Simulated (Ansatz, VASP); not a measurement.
ZnS in VASP and in Ansatz

```
Zn S
1.0
     0.00000    2.61326    2.61326
     2.61326    0.00000    2.61326
     2.61326    2.61326    0.00000
Zn S
1 1
Cartesian
  0.0000 0.0000 0.0000
  1.3066 1.3066 1.3066
```

Change from the starting cell: hydrostatic strain -3.0%.

Alike in both runs: task single point; functional PBE; k mesh 8 × 8 × 8; occupations fermi-dirac, width 0.02 eV; no spin polarisation.

```csv
,VASP,Ansatz
version,VASP 6.6.1,Ansatz 0.2.0
potentials or method,"VASP PAW PBE potentials, release 64 (Zn, S)","plane waves, PAW"
plane-wave cutoff (eV),520,420
valence electrons in the cell,18,18
```

Ansatz gave:

- gap on the k mesh at the Fermi level (eV): 2.55
- pressure (GPa): 11.1

Task: What did VASP give for the same quantities?

Result: gap on the k mesh at the Fermi level (eV): 2.57; pressure (GPa): 11.3.

The functional is the same, so the differences come from potentials, cutoffs and numerics.
